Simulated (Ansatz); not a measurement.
Zr: a sweep of one setting

```xyz
1
Lattice="-1.7874 1.7874 1.7874 1.7874 -1.7874 1.7874 1.7874 1.7874 -1.7874" Properties=species:S:1:pos:R:3 pbc="T T T"
Zr    0.0000    0.0000    0.0000
```

The cell was built from the bcc type and relaxed in the same program, and has space group Im-3m; it needn't be a known or the stable phase.

All numbers below come from DFT, PBE, all-electron LAPW, scalar-relativistic in Ansatz 0.2.0.

Sampling and basis: a Γ-centred 16×16×16 k mesh, Fermi–Dirac smearing of 0.05 eV, basis error target 0.25 meV/atom, no spin polarisation. One setting is then changed at a time.

```tsv
LAPW cutoff (eV)	free energy less the base's (meV/atom)	P (GPa)
211 (base)	0.0	0.03
90	27.1	?
120	4.3	0.05
150	?	0.03
260	0.0	0.02
```

Problem. Give the missing entry: row "90", column "P (GPa)".

Solution. 0.22.

Problem. Give the missing entry: row "150", column "free energy less the base's (meV/atom)".

Solution. 0.8.
